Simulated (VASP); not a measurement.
## Zn: single point with PBE

The system is Zn.

```xyz
1
Lattice="-1.5690 1.5690 1.5690 1.5690 -1.5690 1.5690 1.5690 1.5690 -1.5690" Properties=species:S:1:pos:R:3 pbc="T T T"
Zn    0.0000    0.0000    0.0000
```

This isn't the form of Zn at room conditions, which is hcp.

```yaml
Program: VASP 6.6.1
Task: single point
Functional: PBE
Potentials_or_basis: VASP PAW PBE potentials, release 54 (Zn)
Cutoff: 520 eV
k_mesh: 12 × 12 × 12
Occupations: gaussian, width 0.05 eV
Spin: no spin polarisation
Further_INCAR_settings: ALGO = Fast; EDIFF = 1.00e-06
```

* Pressure: 0.0 GPa
* Band gap on the k mesh: none (metal or under the smearing width)

Levels at points of the mesh, in eV from the Fermi level:
| k point | band 4 | band 5 | band 6 | band 7 | band 8 | band 9 |
| --- | --- | --- | --- | --- | --- | --- |
| (0.00, 0.00, 0.00) | -7.71 | -7.21 | -7.21 | 19.01 | 19.01 | 19.01 |
| (0.50, 0.00, 0.00) | -7.18 | -6.88 | -2.60 | -0.95 | 11.32 | 12.71 |
| (0.50, 0.50, 0.50) | -6.96 | -6.96 | 4.23 | 4.23 | 4.23 | 7.49 |

Run time: 14 s on 1 thread of Intel(R) Xeon(R) Platinum 8375C CPU @ 2.90GHz (Ice Lake) (shared host), peak memory 0.13 GiB.
